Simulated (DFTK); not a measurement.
Wanted: the native input for a DFTK 0.8.2 run.

```
Task                         : single point
Functional                   : PBEsol
Potentials or basis          : dojo.nc.sr.pbesol.v0_4_1.standard.upf (PBEsol)
Cutoff                       : 1007 eV
k mesh                       : 6 × 6 × 9
Occupations                  : fermi-dirac, width 0.05 eV
Spin                         : no spin polarisation
Valence electrons            : Bi 15
SCF tolerance on the density : 1e-06
```

Bi:

```
Bi
1.0
     3.48860   -3.13258    0.00000
     3.48860    3.13258    0.00000
    -1.26023    0.00000    3.11355
Bi
2
Direct
  0.75306 0.75306 0.85738
  0.24694 0.24694 0.14262
```

This isn't the form of Bi at room conditions, which is rhombohedral.

One way to write it, as run:

run.jl

```julia
using DFTK
using PseudoPotentialData
using Unitful, UnitfulAtomic
using LinearAlgebra, Printf
include("save.jl")
disable_threading()

# lattice vectors are the columns
lattice = austrip(1u"Å") * [      3.488598       3.488598      -1.260235;
                -3.132578       3.132578            0.0;
                      0.0            0.0        3.11355]
symbols   = [:Bi, :Bi]
positions = [[0.753061, 0.753061, 0.857382],
             [0.246939, 0.246939, 0.142618]]
pseudopotentials = PseudoFamily("dojo.nc.sr.pbesol.v0_4_1.standard.upf")
elements = Dict(s => ElementPsp(s, pseudopotentials) for s in unique(symbols))
atoms    = [elements[s] for s in symbols]

build_model(lattice, positions; symmetries=true) =
    model_DFT(lattice, atoms, positions;
              functionals=PBEsol(),
              temperature=austrip(0.05u"eV"),
              smearing=Smearing.FermiDirac(),
              symmetries)
Ecut  = 37.0  # hartree
kgrid = [6, 6, 9]
tol   = 1e-6
to_GPa = ustrip(uconvert(u"GPa", 1u"hartree/bohr^3"))

model = build_model(lattice, positions)
basis = PlaneWaveBasis(model; Ecut, kgrid)
display(basis)
scfres = self_consistent_field(basis;
                               tol,
                               nbandsalg=AdaptiveBands(model; n_bands_converge=20))
display(scfres.energies)
@printf "Fermi level: %.6f eV\n" ustrip(auconvert(u"eV", something(scfres.εF, NaN)))
forces = compute_forces_cart(scfres)
println("Forces (eV/Å)")
for (s, f) in zip(symbols, forces)
    @printf "%-3s %12.6f %12.6f %12.6f\n" s ustrip.(auconvert.(u"eV/Å", f))...
end
stress = compute_stresses_cart(scfres)
println("Stress (GPa)")
display(round.(stress * to_GPa; digits=4))
println("Levels at the first k-point (eV): ", round.(ustrip.(auconvert.(u"eV", scfres.eigenvalues[1][1:scfres.n_bands_converge])); digits=4))
save_scf!(scfres; forces, stress)
```

Potentials or basis: dojo.nc.sr.pbesol.v0_4_1.standard.upf (PBEsol).

Launch:

```sh
$ julia --threads=1 run.jl  # save.jl only writes the numbers to a file and isn't shown; printed stress counts tension as positive; times include loading and compiling
```

Results of the run:

```json
{"Pressure": "-2.4 GPa", "Largest force": "0.052 eV/Å", "Band gap on the k mesh": "none (metal or under the smearing width)"}
```

Caveat: spin-orbit coupling is left out, which moves the levels of the heavy elements.

Run time: 28 min on 1 thread of Intel(R) Xeon(R) Processor @ 2.50GHz (Skylake/Cascade Lake), on a shared host, peak memory 2.8 GiB.
